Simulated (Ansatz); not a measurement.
# KTaO3 under changes of volume

One of the cells (12.688 Å³/atom); the others are scaled copies at fixed shape and fractional positions:

```xyz
5
Lattice="3.9883 0.0000 0.0000 0.0000 3.9883 0.0000 0.0000 0.0000 3.9883" Properties=species:S:1:pos:R:3 pbc="T T T"
Ta    0.0000    0.0000    0.0000
K     1.9942    1.9942    1.9942
O     0.0000    0.0000    1.9942
O     0.0000    1.9942    0.0000
O     1.9942    0.0000    0.0000
```

- Program: Ansatz 0.2.0
- Functional: r2SCAN
- Dispersion: D4
- Potentials or basis: Ansatz PAW
- Cutoff: 500 eV (not typed: the program's choice for these potentials)
- k mesh: 7 × 7 × 7
- Occupations: fermi-dirac, width 0.05 eV
- Spin: no spin polarisation

| volume (Å³/atom) | energy over the lowest point (meV/atom) | pressure (GPa) | gap on the mesh (eV) |
| --- | --- | --- | --- |
| 11.927 | 30.92 | 14.3 | 2.85 |
| 12.180 | 12.69 | 8.8 | 2.80 |
| 12.434 | ? | ? | ? |
| 12.688 | 0.00 | -0.5 | 2.69 |
| 12.942 | 3.96 | -4.4 | 2.64 |
| 13.196 | 13.86 | -8.0 | 2.58 |
| 13.449 | 29.08 | -11.2 | 2.53 |

**Question.** What does the run at 12.434 Å³/atom give?

**Answer.** Energy over the lowest point 2.65 meV/atom; pressure 3.9 GPa; gap on the mesh 2.74 eV.

Worked out: A Birch-Murnaghan fit of order 3 (a polynomial in V^(-2/3)) to the other rows has its minimum at 12.66 Å³/atom with B0 = V·E''(V) = 211 GPa and B' = 4.4. It gives 2.65 meV/atom at 12.434 Å³/atom, against the run's 2.65, and -dE/dV = 3.9 GPa, against 3.9. A straight line through the other rows of the gap, of slope -2.68 eV per unit of ln V, gives 2.74 eV, against the run's 2.74.

Energies are extrapolated to zero smearing.

Caveats: odd divisions of the mesh miss points on the zone boundary, where band edges often lie, so the gap on the mesh can be too wide; spin-orbit coupling is left out, which moves the levels of the heavy elements; the PAW data sets come from PBE, with cores solved anew for the run's functional, which leaves a small shift of forces and pressure.

A mesh can miss the band edges.
